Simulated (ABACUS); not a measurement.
Cu: single point with PBEsol

The system is Cu.

```
Cu
1.0
     1.21846   -3.97638    0.00000
     1.21846    3.97638    0.00000
     0.00000    0.00000    2.47550
Cu
2
Direct
  0.86613 0.13387 0.75000
  0.13387 0.86613 0.25000
```

This isn't the form of Cu at room conditions, which is fcc.

```
Program             : ABACUS 3.10.1
Task                : single point
Functional          : PBEsol
Potentials or basis : PseudoDojo NC SR 0.4.1 PBEsol standard
Cutoff              : 1252 eV
Density cutoff      : 5007 eV
Basis               : plane waves
k mesh              : 11 × 11 × 11
Occupations         : fermi-dirac, width 0.05 eV
Spin                : no spin polarisation
```

| Property | Result |
| --- | --- |
| Pressure | -1.7 GPa |
| Largest force | 0.011 eV/Å |
| Band gap on the k mesh | none (metal or under the smearing width) |

Forces on the atoms (eV/Å):
```
Cu   0.000  0.011  0.000
Cu   0.000 -0.011  0.000
```

Stress tensor (GPa, compression positive):
```
-1.32  0.00  0.00
 0.00 -2.48  0.00
 0.00  0.00 -1.41
```

Levels at points of the mesh, in eV from the Fermi level:
```tsv
k point	band 17	band 18	band 19	band 20	band 21
(0.00, 0.00, 0.00)	-1.74	-1.60	-1.36	-0.17	4.76
```

Wall time 37 s on 4 MPI ranks on Intel(R) Xeon(R) 6975P-C (Granite Rapids) (shared host), peak memory 0.48 GiB a rank.
